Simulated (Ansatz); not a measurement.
A surface is cut from this relaxed crystal of Bi2Te3:

```xyz
5
Lattice="2.2233 1.2836 10.7229 -2.2233 1.2836 10.7229 0.0000 -2.5672 10.7229" Properties=species:S:1:pos:R:3 pbc="T T T"
Bi    0.0000    0.0000   12.7776
Bi    0.0000    0.0000   19.3910
Te    0.0000    0.0000    0.0000
Te    0.0000    0.0000    6.9495
Te    0.0000    0.0000   25.2192
```

Miller indices refer to the conventional cell of R-3m (No. 166), a = 4.447 Å, b = 4.447 Å, c = 32.169 Å, α = 90.00°, β = 90.00°, γ = 120.00°. The bulk's gap is 0.55 eV.

The (001) slab of 6 planes, 10.7 Å thick with 15 Å of vacuum as cut; outer planes Te (top) and Te (bottom).

Computed with DFT PBE, scalar-relativistic, plane waves, PAW (Ansatz). Cutoff 420 eV; k points 9×9×1 on the computed 6-atom cell (Γ-centred); Gaussian smearing, width 0.05 eV; no spin polarisation. A dipole correction removes the field between periodic images along c.

The slab isn't stoichiometric (BiTe2), so its surface energy depends on the chemical potentials; it is given with the excess atoms taken from the element's standard state, a limit at which the compound may itself be unstable, so the figure can be too low. This cut of an insulator is polar or leaves open shells, so the slab is metallic here; real surfaces compensate by reconstruction or adsorbates. The slab's middle planes relax by over 3 % too, so it holds no bulk-like region.

With the atoms at the bulk's places:

| Item | Value |
| --- | --- |
| Surface energy with the excess atoms taken from the elements | 0.73 J/m² |
| Gap of the slab on the mesh | none (metal or semimetal) |
| Work function | 5.77 eV |

(1) What changes when all atoms relax within this surface cell and its symmetry?

Spin-orbit coupling is left out, which matters for the bands of heavy elements. Each cell of Bi2Te3 holds layers, and where no dispersion correction was added their binding is poorly described. Gaps are read on the k points sampled, so a band crossing between them can be missed.

## Answers

(1) The energy falls by 0.195 J/m² a face, and the largest move is 0.52 Å.

```
Surface energy with the excess atoms taken from the elements : 0.53 J/m²
Gap of the slab on the mesh                                  : none (metal or semimetal)
Work function                                                : 5.33 eV
```

| plane (bottom to top) | atoms | spacing to next, bulk (Å) | relaxed (Å) | change (%) |
| --- | --- | --- | --- | --- |
| 1 | Te | 2.055 | 1.798 | -12.5 |
| 2 | Bi | 1.719 | 1.898 | +10.4 |
| 3 | Te | 3.176 | 2.289 | -27.9 |
| 4 | Te | 1.719 | 1.898 | +10.4 |
| 5 | Bi | 2.055 | 1.798 | -12.5 |
| 6 | Te |  |  |  |